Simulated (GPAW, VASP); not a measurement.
This is a calculation of Au (Gold) for VASP 6.6.1. 

Contents of INCAR:

```
PREC = Accurate
ENCUT = 520
EDIFF = 1E-6
ISMEAR = 0
SIGMA = 0.017
LREAL = F
LASPH = T
NELM = 60
ALGO = Normal
ISIF = 2
LWAVE = F
LCHARG = T
GGA = PE
LELF = T
LVHAR = T
```

Contents of KPOINTS:

```
Automatic mesh
0
Gamma
  11 11 11
```

Contents of POSCAR:

```
Au
1.0
    0.0000000000      2.0350000000      2.0350000000
    2.0350000000      0.0000000000      2.0350000000
    2.0350000000      2.0350000000      0.0000000000
Au
1
Direct
    0.0000000000      0.0000000000      0.0000000000
```

Potentials or basis: VASP PAW PBE potentials, release 64 (Au).

Launch:

```bash
$ cat potpaw_PBE.64/Au/POTCAR > POTCAR
$ mpirun -np 1 vasp_std > vasp.out
```

**Question.** What does the same run look like in GPAW 26.7.0 (ASE script)? Potentials or basis there: GPAW PAW data sets (gpaw-data 1.2.1), cutoff 600 eV.

**Answer.** As run (cutoffs and basis follow the program's own potentials, and thresholds, step limits or extra output files can differ):

The input run.py:

```python
from ase.dft.bandgap import bandgap
from ase.io import read, write
from ase.units import GPa
from gpaw import GPAW, PW

atoms = read('Au.xyz')

calc = GPAW(mode=PW(600),
            xc='PBE',
            kpts={'size': (11, 11, 11), 'gamma': True},
            occupations={'name': 'methfessel-paxton', 'order': 0, 'width': 0.017},
            nbands=14,
            convergence={'density': 1e-05, 'energy': 1e-05},
            maxiter=150,
            txt='gpaw.txt')
atoms.calc = calc
energy = atoms.get_potential_energy()
forces = atoms.get_forces()
stress = atoms.get_stress()
calc.write('gs.gpw')
write('result.traj', atoms)
print(f'Energy: {energy:.6f} eV')
print('Forces (eV/A):')
print(forces.round(4))
print('Stress (GPa):', (stress / GPa).round(3))
print('Fermi level:', round(calc.get_fermi_level(), 4), 'eV')
print(f'Gap: {bandgap(calc)[0]:.4f} eV, direct: {bandgap(calc, direct=True)[0]:.4f} eV')
```

File Au.xyz:

```xyz
1
Lattice="0.0000000000 2.0350000000 2.0350000000 2.0350000000 0.0000000000 2.0350000000 2.0350000000 2.0350000000 0.0000000000" Properties=species:S:1:pos:R:3 pbc="T T T"
Au     0.0000000000      0.0000000000      0.0000000000
```

Potentials or basis: GPAW PAW data sets (gpaw-data 1.2.1), pw.

The run is started by

```console
$ OMP_NUM_THREADS=1 python run.py
```

Both were run:

|  | VASP | GPAW |
| --- | --- | --- |
| Pressure | 10.5 GPa | 13.4 GPa |

The two runs disagree by more than potentials and bases usually give (in gap, levels, pressure or energy); the cause wasn't traced.

The cell lies far from this level's equilibrium.

Pressure is positive in compression.
